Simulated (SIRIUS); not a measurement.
# ZrB2 (P6/mmm) in SIRIUS: notebook

One crystal, ZrB2, is run at these levels: PBEsol; tasks: equation of state.

Program: SIRIUS 7.12.0. These are calculated values, not measurements. Logs are shortened: lines on timing, memory, paths and dates and some standing lists are left out, and cuts for length are marked. The log counts tension as positive stress, the text compression.

### 1 Starting point

The structure is hexagonal, space group P6/mmm (No. 191). The conventional cell has a = 3.170 Å, b = 3.170 Å, c = 3.533 Å, α = 90.00°, β = 90.00°, γ = 120.00°. Zr (site symmetry 6/mmm) is surrounded by 12 B at 2.54 Å. B (site symmetry -6m2) has 3 B at 1.83 Å as nearest neighbours.

### 2 Equation of state, PBEsol, 9.63 Å³/atom (volume scaled by 0.94)

The input, sirius.json:

```json
{
  "control": {
    "processing_unit": "cpu",
    "std_evp_solver_name": "lapack",
    "gen_evp_solver_name": "lapack",
    "verbosity": 2,
    "print_forces": false,
    "ortho_rf": true,
    "use_second_variation": true,
    "rmt_max": 3.0,
    "num_bands_to_print": 24,
    "save_wf": true
  },
  "parameters": {
    "electronic_structure_method": "full_potential_lapwlo",
    "xc_functionals": ["XC_GGA_X_PBE_SOL", "XC_GGA_C_PBE_SOL"],
    "core_relativity": "dirac",
    "valence_relativity": "iora",
    "num_fv_states": 24,
    "smearing": "fermi_dirac",
    "smearing_width": 0.0018374661,
    "pw_cutoff": 20,
    "gk_cutoff": 3.92,
    "lmax_apw": 11,
    "lmax_rho": 8,
    "lmax_pot": 8,
    "num_mag_dims": 0,
    "auto_rmt": 0,
    "ngridk": [10, 10, 8],
    "shiftk": [0, 0, 0],
    "num_dft_iter": 80,
    "energy_tol": 1e-07,
    "density_tol": 1e-05,
    "use_symmetry": true
  },
  "settings": {"tol_ne": 1e-10},
  "iterative_solver": {"type": "exact"},
  "mixer": {"type": "anderson", "beta": 0.5, "max_history": 8},
  "unit_cell": {
    "lattice_vectors": [[5.8681437912, 0.0, 0.0], [-2.9340718956, 5.0819615962, 0.0], [0.0, 0.0, 6.5401110456]],
    "atom_types": ["B", "Zr"],
    "atom_files": {"B": "B.json", "Zr": "Zr.json"},
    "atoms": {"B": [[0.6666666667, 0.3333333333, 0.5], [0.3333333333, 0.6666666667, 0.5]], "Zr": [[0.0, 0.0, 0.0]]}
  }
}
```

The input, B.json:

```json
{
  "name": "boron",
  "symbol": "B",
  "number": 5,
  "mass": 10.811,
  "rmin": 1e-06,
  "rmt": 1.66,
  "nrmt": 800,
  "rinf": 17.81,
  "core": "1s",
  "valence": [
    {"basis": [{"enu": 0.27, "dme": 0, "n": 0, "auto": 0}, {"enu": 0.27, "dme": 1, "n": 0, "auto": 0}]},
    {"l": 0, "n": 1, "basis": [{"enu": 0.3159, "dme": 0, "n": 0, "auto": 0}]},
    {"l": 1, "n": 2, "basis": [{"enu": 0.37, "dme": 0, "n": 0, "auto": 0}]},
    {"l": 2, "n": 3, "basis": [{"enu": 0.37, "dme": 0, "n": 0, "auto": 0}]},
    {"l": 3, "n": 4, "basis": [{"enu": 0.37, "dme": 0, "n": 0, "auto": 0}]}
  ],
  "lo": [
    {
      "l": 0,
      "basis": [{"enu": 0.3159, "dme": 0, "n": 0, "auto": 0}, {"enu": 0.3159, "dme": 1, "n": 0, "auto": 0}]
    },
    {
      "l": 0,
      "basis": [{"enu": 0.3159, "dme": 1, "n": 0, "auto": 0}, {"enu": 0.3159, "dme": 2, "n": 0, "auto": 0}]
    },
    {
      "l": 0,
      "basis": [{"enu": 0.3159, "dme": 0, "n": 0, "auto": 0}, {"enu": 4.6707, "dme": 0, "n": 0, "auto": 0}]
    },
    {"l": 1, "basis": [{"enu": 0.37, "dme": 0, "n": 0, "auto": 0}, {"enu": 0.37, "dme": 1, "n": 0, "auto": 0}]},
    {"l": 1, "basis": [{"enu": 0.37, "dme": 1, "n": 0, "auto": 0}, {"enu": 0.37, "dme": 2, "n": 0, "auto": 0}]},
    {"l": 1, "basis": [{"enu": 0.37, "dme": 0, "n": 0, "auto": 0}, {"enu": 5.378, "dme": 0, "n": 0, "auto": 0}]},
    {"l": 2, "basis": [{"enu": 0.37, "dme": 0, "n": 0, "auto": 0}, {"enu": 0.37, "dme": 1, "n": 0, "auto": 0}]},
    {"l": 2, "basis": [{"enu": 0.37, "dme": 1, "n": 0, "auto": 0}, {"enu": 0.37, "dme": 2, "n": 0, "auto": 0}]},
    {"l": 2, "basis": [{"enu": 0.37, "dme": 0, "n": 0, "auto": 0}, {"enu": 6.0312, "dme": 0, "n": 0, "auto": 0}]},
    {"l": 3, "basis": [{"enu": 0.37, "dme": 0, "n": 0, "auto": 0}, {"enu": 0.37, "dme": 1, "n": 0, "auto": 0}]}
  ],
  "free_atom": [... radial grid and density of the free atom, the start of the SCF ...]
}
```

The input, Zr.json:

```json
{
  "name": "zirconium",
  "symbol": "Zr",
  "number": 40,
  "mass": 91.224,
  "rmin": 1e-06,
  "rmt": 2.43,
  "nrmt": 800,
  "rinf": 17.42,
  "core": "1s2s2p3s3p",
  "valence": [
    {"basis": [{"enu": 0.27, "dme": 0, "n": 0, "auto": 0}, {"enu": 0.27, "dme": 1, "n": 0, "auto": 0}]},
    {"l": 0, "n": 1, "basis": [{"enu": 0.37, "dme": 0, "n": 0, "auto": 0}]},
    {"l": 1, "n": 2, "basis": [{"enu": 0.37, "dme": 0, "n": 0, "auto": 0}]},
    {"l": 2, "n": 3, "basis": [{"enu": 0.37, "dme": 0, "n": 0, "auto": 0}]},
    {"l": 3, "n": 4, "basis": [{"enu": 0.37, "dme": 0, "n": 0, "auto": 0}]}
  ],
  "lo": [
    {"l": 0, "basis": [{"enu": 0.37, "dme": 0, "n": 0, "auto": 0}, {"enu": 0.37, "dme": 1, "n": 0, "auto": 0}]},
    {
      "l": 0,
      "basis": [{"enu": -1.4912, "dme": 0, "n": 4, "auto": 1}, {"enu": -1.4912, "dme": 1, "n": 4, "auto": 1}]
    },
    {
      "l": 0,
      "basis": [{"enu": -1.4912, "dme": 1, "n": 4, "auto": 1}, {"enu": 0.37, "dme": 0, "n": 0, "auto": 0}]
    },
    {"l": 0, "basis": [{"enu": 0.37, "dme": 0, "n": 0, "auto": 0}, {"enu": 3.0796, "dme": 0, "n": 0, "auto": 0}]},
    {"l": 1, "basis": [{"enu": 0.37, "dme": 0, "n": 0, "auto": 0}, {"enu": 0.37, "dme": 1, "n": 0, "auto": 0}]},
    {
      "l": 1,
      "basis": [{"enu": -0.6859, "dme": 0, "n": 4, "auto": 1}, {"enu": -0.6859, "dme": 1, "n": 4, "auto": 1}]
    },
    {
      "l": 1,
      "basis": [{"enu": -0.6859, "dme": 1, "n": 4, "auto": 1}, {"enu": 0.37, "dme": 0, "n": 0, "auto": 0}]
    },
    {"l": 1, "basis": [{"enu": 0.37, "dme": 0, "n": 0, "auto": 0}, {"enu": 3.4861, "dme": 0, "n": 0, "auto": 0}]},
    {"l": 2, "basis": [{"enu": 0.37, "dme": 0, "n": 0, "auto": 0}, {"enu": 0.37, "dme": 1, "n": 0, "auto": 0}]},
    {"l": 2, "basis": [{"enu": 0.37, "dme": 1, "n": 0, "auto": 0}, {"enu": 0.37, "dme": 2, "n": 0, "auto": 0}]},
    {
      "l": 2,
      "basis": [{"enu": -5.9226, "dme": 0, "n": 3, "auto": 1}, {"enu": -5.9226, "dme": 1, "n": 3, "auto": 1}]
    },
    {"l": 2, "basis": [{"enu": 0.37, "dme": 0, "n": 0, "auto": 0}, {"enu": 3.0119, "dme": 0, "n": 0, "auto": 0}]},
    {"l": 3, "basis": [{"enu": 0.37, "dme": 0, "n": 0, "auto": 0}, {"enu": 0.37, "dme": 1, "n": 0, "auto": 0}]},
    {"l": 3, "basis": [{"enu": 0.37, "dme": 0, "n": 0, "auto": 0}, {"enu": 3.3167, "dme": 0, "n": 0, "auto": 0}]}
  ],
  "free_atom": [... radial grid and density of the free atom, the start of the SCF ...]
}
```

The input, sirius_start.json:

```json
{
  "control": {
    "processing_unit": "cpu",
    "std_evp_solver_name": "lapack",
    "gen_evp_solver_name": "lapack",
    "verbosity": 1,
    "print_forces": false,
    "ortho_rf": true,
    "use_second_variation": true,
    "rmt_max": 3.0,
    "num_bands_to_print": 24,
    "save_wf": false
  },
  "parameters": {
    "electronic_structure_method": "full_potential_lapwlo",
    "xc_functionals": ["XC_LDA_X", "XC_LDA_C_PW"],
    "core_relativity": "dirac",
    "valence_relativity": "iora",
    "num_fv_states": 24,
    "smearing": "fermi_dirac",
    "smearing_width": 0.0055123983,
    "pw_cutoff": 20,
    "gk_cutoff": 3.13,
    "lmax_apw": 11,
    "lmax_rho": 8,
    "lmax_pot": 8,
    "num_mag_dims": 0,
    "auto_rmt": 0,
    "ngridk": [4, 4, 3],
    "shiftk": [0, 0, 0],
    "num_dft_iter": 30,
    "energy_tol": 0.01,
    "density_tol": 0.05,
    "use_symmetry": true
  },
  "settings": {"tol_ne": 1e-10},
  "iterative_solver": {"type": "exact"},
  "mixer": {"type": "anderson", "beta": 0.5, "max_history": 8},
  "unit_cell": {
    "lattice_vectors": [[5.8681437912, 0.0, 0.0], [-2.9340718956, 5.0819615962, 0.0], [0.0, 0.0, 6.5401110456]],
    "atom_types": ["B", "Zr"],
    "atom_files": {"B": "B.json", "Zr": "Zr.json"},
    "atoms": {"B": [[0.6666666667, 0.3333333333, 0.5], [0.3333333333, 0.6666666667, 0.5]], "Zr": [[0.0, 0.0, 0.0]]}
  }
}
```

Potentials or basis: all-electron FP-LAPW, apw+lo standard.

The run is started by

```bash
> OMP_NUM_THREADS=1 sirius.scf --input=sirius_start.json --output=start.json
> OMP_NUM_THREADS=1 sirius.scf --input=sirius.json --output=output.json --task=1
```

The program printed:

```text
[info] SIRIUS version : 7.12.0
[info] number of MPI ranks           : 1
[info] MPI grid                      : 1 1
[info] maximum number of OMP threads : 1
[fft] FFT context for density and potential
[fft] =====================================
[fft]   plane wave cutoff                     : 20
[fft]   grid size                             : 40 40 45   total : 72000
[fft]   grid limits                           : -19 20   -19 20   -22 22
[fft]   number of G-vectors within the cutoff : 26387
[fft]   number of G-shells                    : 1363
[fft] FFT context for coarse grid
[fft] =====================================
[fft]   plane wave cutoff                     : 7.84
[fft]   grid size                             : 18 18 20   total : 6480
[fft]   grid limits                           : -8 9   -8 9   -9 10
[fft]   number of G-vectors within the cutoff : 1583
[fft]   number of G-shells                    : 111
[unit cell] lattice vectors
[unit cell]   a1 :       5.8681437912      0.0000000000      0.0000000000
[unit cell]   a2 :      -2.9340718956      5.0819615962      0.0000000000
[unit cell]   a3 :       0.0000000000      0.0000000000      6.5401110456
[unit cell] reciprocal lattice vectors
[unit cell]   b1 :       1.0707279049      0.6181850441     -0.0000000000
[unit cell]   b2 :       0.0000000000      1.2363700883      0.0000000000
[unit cell]   b3 :       0.0000000000     -0.0000000000      0.9607153859
[unit cell] unit cell volume :       195.03710784 [a.u.^3]
[unit cell] 1/sqrt(omega)    :         0.07160467
[unit cell] MT volume        :        98.42609365 (50.47%)
[unit cell] IT volume        :        96.61101419 (49.53%)
[unit cell] number of atom types : 2
[unit cell] type id : 0 symbol :  B mt_radius :   1.660000 num_atoms : 2
[unit cell] type id : 1 symbol : Zr mt_radius :   2.430000 num_atoms : 1
[unit cell] total number of atoms : 3
[unit cell] number of symmetry classes : 2
[unit cell] atom id  type id  class id             position                      vector_field
[unit cell] ------------------------------------------------------------------------------------------
[... 390 lines left out ...]
[diagonalize] ...
[diagonalize] ik:   65   -5.720009   -5.719834   -5.719834   -5.719395   -5.719395   -1.313339   -0.534530   -0.527144   -0.507051    0.082361    0.190231    0.276863    0.303835    0.379992    0.603418    0.629653    0.663673    0.707949    0.717953    0.771106    0.831213    0.902920    0.959762    1.013141
[diagonalize] ik:   66   -5.720009   -5.719834   -5.719834   -5.719395   -5.719395   -1.314484   -0.529583   -0.525090   -0.506995    0.076061    0.220968    0.289814    0.299782    0.363691    0.573138    0.621105    0.622051    0.659267    0.784539    0.785590    0.805437    0.860080    0.992377    0.997044
[diagonalize] ik:   67   -5.720009   -5.719834   -5.719834   -5.719395   -5.719395   -1.313342   -0.530063   -0.527159   -0.512036    0.087522    0.180282    0.277135    0.326924    0.360040    0.599109    0.652792    0.663713    0.702572    0.752172    0.765642    0.790812    0.826232    0.979973    1.012354
[diagonalize] ik:   68   -5.720009   -5.719834   -5.719834   -5.719395   -5.719395   -1.312903   -0.531783   -0.526223   -0.514108    0.095558    0.161647    0.272999    0.327855    0.372001    0.611588    0.671134    0.685146    0.707096    0.740698    0.747736    0.760604    0.863959    0.955760    0.995069
[diagonalize] ik:   69   -5.720009   -5.719834   -5.719834   -5.719395   -5.719395   -1.312737   -0.527740   -0.525874   -0.519885    0.107517    0.143227    0.271895    0.351601    0.356418    0.614624    0.686223    0.696915    0.706788    0.730806    0.734918    0.801998    0.802705    0.919425    1.021431
[generate_core_charge_density] atom class : 0
[generate_core_charge_density]   n,l,k : 1 0 1  energy :          -5.87011252
[generate_core_charge_density] atom class : 1
[generate_core_charge_density]   n,l,k : 1 0 1  energy :        -653.66602480
[generate_core_charge_density]   n,l,k : 2 0 1  energy :         -89.96460438
[generate_core_charge_density]   n,l,k : 2 1 1  energy :         -82.31209218
[generate_core_charge_density]   n,l,k : 2 1 2  energy :         -79.15980518
[generate_core_charge_density]   n,l,k : 3 0 1  energy :         -14.15154059
[generate_core_charge_density]   n,l,k : 3 1 1  energy :         -11.30330608
[generate_core_charge_density]   n,l,k : 3 1 2  energy :         -10.80115633
[find] Total energy                   :   -3646.76187351 (Ha),   -7293.52374702 (Ry)
[find] iteration : 1, RMS (target) : 7.7973e-02 (1.0000e-05) , energy difference (target) : 1.6657e-05 (1.0000e-07)
[... 20 lines left out ...]
[find] valence_eval_sum               :     -60.14708773
[find] core_eval_sum                  :   -2085.92703695
[find] kinetic energy                 :    3765.78014551
[find] enuc                           :   -4415.22982226
[find] <rho|V^{XC}>                   :    -157.94340629
[find] <rho|E^{XC}>                   :    -120.35677295
[find] <mag|B^{XC}>                   :       0.00000000
[find] <rho|V^{H}>                    :   -5753.91086381
[find] smearing (-TS)                 :      -0.00009755
[find] SCF correction                 :      -0.00000193
[find] Total energy                   :   -3646.76188353 (Ha),   -7293.52376706 (Ry)
[find] Free energy (E-TS)             :   -3646.76198108 (Ha),   -7293.52396216 (Ry)
[find] band gap (eV)                  :       0.00000000
[find] Efermi                         :       0.45809699
[find] iteration : 6, RMS (target) : 3.3940e-06 (1.0000e-05) , energy difference (target) : 1.2102e-08 (1.0000e-07)
[find] converged after 7 SCF iterations!
Warning in function "check_num_electrons" at src/density/density.cpp:1179
wrong number of electrons
  obtained value : 49.9996
  target value : 50
  difference : 0.000383739
  total core leakage : 0.000382363
    atom class : 0, core leakage : 0.000191122
    atom class : 1, core leakage : 1.1922e-07
[find] Charges and magnetic moments
[find] --------------------------------------------------------------------------------
[find] atom      charge    core leakage
[find] --------------------------------------------------------------------------------
[find]    0    3.759136    1.911219e-04
[find]    1    3.759136    1.911219e-04
[find]    2   37.842136    1.192200e-07
[find] total core leakage    : 3.82362993e-04
[find] interstitial charge   : 4.639208
[find] total charge          : 49.999616
[find] Energy
[find] --------------------------------------------------------------------------------
[find] valence_eval_sum               :     -60.14708773
[find] core_eval_sum                  :   -2085.92703695
[find] kinetic energy                 :    3765.78014551
[find] enuc                           :   -4415.22982226
[find] <rho|V^{XC}>                   :    -157.94340629
[find] <rho|E^{XC}>                   :    -120.35677295
[find] <mag|B^{XC}>                   :       0.00000000
[find] <rho|V^{H}>                    :   -5753.91086381
[find] smearing (-TS)                 :      -0.00009755
[find] SCF correction                 :      -0.00000193
[find] Total energy                   :   -3646.76188353 (Ha),   -7293.52376706 (Ry)
[find] Free energy (E-TS)             :   -3646.76198108 (Ha),   -7293.52396216 (Ry)
[find] band gap (eV)                  :       0.00000000
[find] Efermi                         :       0.45809699
```

It took 82 s on 1 thread of Arm Neoverse V1, shared host; peak memory 0.59 GiB.

What came out:

```yaml
Free_energy: -99233.4488 eV
Band_gap_on_the_k_mesh: none (metal or under the smearing width)
All_electrons_inside_the_program's_atomic_spheres: Zr 37.84; B 3.76 (radii B 1.66, Zr 2.43 bohr)
```

[end of part 1 of 4]
